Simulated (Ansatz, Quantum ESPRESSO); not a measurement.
# Band offsets of the AlP/MgS(110) superlattice, 5 + 5 layers, a = 5.493 Å, part 7 of 7

How do the band edges meet in the AlP/MgS(110) superlattice, 5 + 5 layers, a = 5.493 Å?

Quantum ESPRESSO 7.5; plane-wave DFT, LDA, GBRV ultrasoft pseudopotentials; cross-check by Ansatz 0.2.0 with PAW datasets.

So far. Step 14 (Projections on atomic orbitals): The atomic orbitals miss 0.8 % of the occupied states; for empty states the projections can miss much more. Step 18 (Offsets by Ansatz's align-bands): The step of the mean potential differs from pw.x's, since each set of potentials has its own local parts; only the offsets compare.

### Step 20. Ground state of bulk MgS, with degauss = 0.05

A sensitivity test on the input.

Level of this step: plane-wave DFT, LDA, GBRV ultrasoft pseudopotentials (Quantum ESPRESSO 7.5).

The input, b.w0.in:

```
&control
  prefix = 'b.w0'
  outdir = './out'
  pseudo_dir = './pseudo'
  calculation = 'scf'
  tprnfor = .true.
/
&system
  ibrav = 0
  nat = 4
  ntyp = 2
  ecutwfc = 40
  ecutrho = 200
  occupations = 'smearing'
  smearing = 'fd'
  degauss = 0.05
/
&electrons
  conv_thr = 1e-07
  mixing_beta = 0.5
  electron_maxstep = 120
/
ATOMIC_SPECIES
  Mg  24.3050  mg_lda_v1.4.uspp.F.UPF
  S   32.0600  s_lda_v1.4.uspp.F.UPF
CELL_PARAMETERS angstrom
  5.49300000000000 0.00000000000000 0.00000000000000
  0.00000000000000 3.88413754905771 0.00000000000000
  0.00000000000000 0.00000000000000 3.88413754905771
ATOMIC_POSITIONS crystal
  Mg  0.000000000000 0.000000000000 0.000000000000
  S   0.250000000000 0.500000000000 0.000000000000
  Mg  0.500000000000 0.500000000000 0.500000000000
  S   0.750000000000 0.000000000000 0.500000000000
K_POINTS automatic
  6 8 8 0 0 0
```

Started as:

```
$ OMP_NUM_THREADS=1 mpirun -n 4 pw.x -nk 4 -in b.w0.in > b.w0.out
```

What it wrote:

```text
[banner, memory and clock lines left out]
Program PWSCF v.7.5 starts
[citation notice left out]

[...]
Message from routine setup:
[...]
bravais-lattice index     =            0
     lattice parameter (alat)  =      10.3803  a.u.
     unit-cell volume          =     559.2364 (a.u.)^3
     number of atoms/cell      =            4
     number of atomic types    =            2
     number of electrons       =        32.00
     number of Kohn-Sham states=           20
     kinetic-energy cutoff     =      40.0000  Ry
     charge density cutoff     =     200.0000  Ry
     scf convergence threshold =      1.0E-07
     mixing beta               =       0.5000
     number of iterations used =            8  plain     mixing
     Exchange-correlation=  SLA  PZ   NOGX NOGC
                           (   1   1   0   0   0   0   0)

[...]
PseudoPot. # 1 for Mg read from file:
     ./pseudo/mg_lda_v1.4.uspp.F.UPF
     Pseudo is Ultrasoft, Zval = 10.0
     Generated by new atomic code, or converted to UPF format
     Using radial grid of  821 points,  7 beta functions with:
                l(1) =   0
                l(2) =   0
                l(3) =   0
                l(4) =   1
                l(5) =   1
                l(6) =   2
                l(7) =   2
     Q(r) pseudized with  8 coefficients,  rinner =    1.200   1.200   1.200
                                                       1.200   1.200

     PseudoPot. # 2 for S  read from file:
     ./pseudo/s_lda_v1.4.uspp.F.UPF
     Pseudo is Ultrasoft + core correction, Zval =  6.0
     Generated by new atomic code, or converted to UPF format
     Using radial grid of  907 points,  6 beta functions with:
                l(1) =   0
                l(2) =   0
                l(3) =   1
                l(4) =   1
                l(5) =   2
                l(6) =   2
     Q(r) pseudized with  8 coefficients,  rinner =    1.300   1.300   1.300
                                                       1.300   1.300

     atomic species   valence    mass     pseudopotential
     Mg               10.00    24.30500     Mg( 1.00)
     S                 6.00    32.06000     S ( 1.00)

      8 Sym. Ops. (no inversion) found

[...]
number of k points=    60  Fermi-Dirac smearing, width (Ry)=  0.0500
[...]
Dense  grid:    26699 G-vectors     FFT dimensions: (  48,  36,  36)

     Smooth grid:    19105 G-vectors     FFT dimensions: (  45,  30,  30)

     Initial potential from superposition of free atoms

     starting charge      31.3995, renormalised to      32.0000
     Starting wfcs are   18 randomized atomic wfcs +    2 random wfcs

     per-process dynamical memory:    42.9 Mb

     Self-consistent Calculation

     iteration #  1     ecut=    40.00 Ry     beta= 0.50
     Davidson diagonalization with overlap
     ethr =  1.00E-02,  avg # of iterations =  6.7

     total energy              =    -298.66127061 Ry
     estimated scf accuracy    <       0.34332866 Ry

     iteration #  2     ecut=    40.00 Ry     beta= 0.50
[...]
total energy              =    -298.72977723 Ry
     estimated scf accuracy    <       0.01658418 Ry

     iteration #  3     ecut=    40.00 Ry     beta= 0.50
[...]
total energy              =    -298.73022059 Ry
     estimated scf accuracy    <       0.00327063 Ry

     iteration #  4     ecut=    40.00 Ry     beta= 0.50
[...]
total energy              =    -298.73051062 Ry
     estimated scf accuracy    <       0.00018800 Ry

     iteration #  5     ecut=    40.00 Ry     beta= 0.50
[...]
total energy              =    -298.73056164 Ry
     estimated scf accuracy    <       0.00001627 Ry

     iteration #  6     ecut=    40.00 Ry     beta= 0.50
[...]
total energy              =    -298.73056312 Ry
     estimated scf accuracy    <       0.00000330 Ry

     iteration #  7     ecut=    40.00 Ry     beta= 0.50
[...]
total energy              =    -298.73056445 Ry
     estimated scf accuracy    <       0.00000075 Ry

     iteration #  8     ecut=    40.00 Ry     beta= 0.50
[...]
End of self-consistent calculation

          k = 0.0000 0.0000 0.0000 (  2429 PWs)   bands (ev):

   -69.2344 -69.2342 -36.6817 -36.6790 -36.6790 -36.6774 -36.6774 -36.6774
    -8.0349  -6.9099   0.3995   2.3800   2.3800   3.5384   3.5384   3.5384
     7.1382   7.2057   9.0922  11.5325

          k = 0.0000 0.0000 0.1768 (  2407 PWs)   bands (ev):

   -69.2344 -69.2342 -36.6815 -36.6793 -36.6789 -36.6778 -36.6775 -36.6775
    -7.9633  -6.9083   0.5025   2.0207   2.4451   3.0359   3.4248   3.5298
     7.4951   7.7194   9.5181  11.3620

[...]
the Fermi energy is     5.9258 ev

!    total energy              =    -298.73056450 Ry
     estimated scf accuracy    <       0.00000008 Ry
     smearing contrib. (-TS)   =      -0.04131303 Ry
     internal energy E=F+TS    =    -298.68925146 Ry

     The total energy is F=E-TS. E is the sum of the following terms:
     one-electron contribution =    -223.04677813 Ry
     hartree contribution      =     113.01304772 Ry
     xc contribution           =     -49.97437625 Ry
     ewald contribution        =    -138.68114481 Ry

     convergence has been achieved in   8 iterations

     Forces acting on atoms (cartesian axes, Ry/au):

     atom    1 type  1   force =     0.00000000    0.00000000    0.00000000
     atom    2 type  2   force =     0.00000135    0.00000000    0.00000000
     atom    3 type  1   force =     0.00000000    0.00000000    0.00000000
     atom    4 type  2   force =    -0.00000135    0.00000000    0.00000000

     Total force =     0.000002     Total SCF correction =     0.000015
     SCF correction compared to forces is large: reduce conv_thr to get better values

[...]
```

Wall time 12 s (4 MPI ranks of Arm Neoverse V1, shared host); peak memory 0.36 GiB.

The changed values were drawn from a wide range, not chosen for quality; the comparison shows what they did here together.

Beside the run it was changed from:

| quantity | this run | unchanged run | difference |
| --- | --- | --- | --- |
| free energy (eV) | -4064.436 | -4064.324 | -0.11 |
| wall time (s) | 12 | 12 |  |
| SCF iterations | 8 | 8 |  |

The free energy moves by -28 meV an atom.

The free energy holds the smearing's entropy term, so it moves with degauss by construction.

### Step 21. Summary of results

- valence top of MgS less that of AlP: -1.67 eV
- conduction bottom of MgS less that of AlP: 0.42 eV
- gap of bulk AlP along the path: 1.48 eV
- gap of bulk MgS along the path: 3.57 eV
- the valence offset by Ansatz: -1.66 eV

The valence top of MgS lies 1.67 eV below that of AlP, and its conduction bottom 0.42 eV above (LDA, GBRV ultrasoft). At this level the alignment is straddling (type I): one gap lies inside the other. The conduction bottom lies at X in AlP and at X in MgS. The atoms are held on ideal sites, so the interface is not relaxed. The thickness of the layers was not varied. Quantum ESPRESSO and Ansatz give -1.67 and -1.66 eV for the valence offset, which agree. Both crystals are held cubic at a = 5.493 Å, a typed value between or near their lattice constants, which no run here tested; a real film grown on one of them would be clamped in the plane and relax along the normal. Semilocal gaps are too small and can put the valleys in the wrong order, which spoils the conduction offset more than the valence offset.

[Logs are printed without paths, hosts, clocks, repeated set-up lines and the standing remarks that a program may print on its own settings, such as how far it seeks lower states.]

[Hosts, paths, dates, database ids (printed as entryN), source tags and the programs' standing remarks are cut or masked in the printed files.]

[Maps of the electrostatic potential energy from Ansatz leave out the sawtooth potential of an applied field or a dipole correction, so their vacuum need not be flat; planar profiles and work functions include it.]
